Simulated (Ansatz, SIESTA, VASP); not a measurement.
# Si: programs and potentials compared

The starting cell:

```
CELL_PARAMETERS angstrom
0.00000 2.72185 2.72185
2.72185 0.00000 2.72185
2.72185 2.72185 0.00000
ATOMIC_POSITIONS crystal
Si 0.50000 0.50000 0.50000
Si 0.75000 0.75000 0.75000
```

Alike in all runs: task relaxation of cell and atoms; functional PBE; k mesh 8 × 8 × 8; occupations fermi-dirac, width 0.05 eV; no spin polarisation; no spin-orbit coupling.

```tsv
program and potentials	plane-wave cutoff (eV)	notes	equilibrium volume (Å³/atom)
VASP, PBE PAW files Si, 600 eV	600	-	20.44
VASP, PBE PAW files Si, 580 eV	580	-	20.44
SIESTA, files PseudoDojo sr-pbe-0.4.1-standard, TZP (energy shift 0.002 Ry)	-	atomic basis	20.67
VASP, PBE PAW files Si_GW, 630 eV	630	-	20.46
VASP, PBE PAW files Si, release 54, 580 eV	580	-	20.44
Ansatz, all-electron LAPW, scalar-relativistic	-	-	20.45
VASP, PBE PAW files Si_GW, 680 eV	680	-	20.46
```

The equilibrium volume spans 20.44 (VASP, PBE PAW files Si, release 54, 580 eV) to 20.67 Å³/atom (SIESTA, files PseudoDojo sr-pbe-0.4.1-standard, TZP (energy shift 0.002 Ry)), with all-electron results at 20.45. Relaxations stop with a little pressure left, so the last digit of a volume isn't settled. Rows in atomic bases carry the error of their basis and grid, which can be large.

The functional is the same throughout but for its coding, so the spread measures potentials, basis and numerics; runs on potential files found faulty are left out.
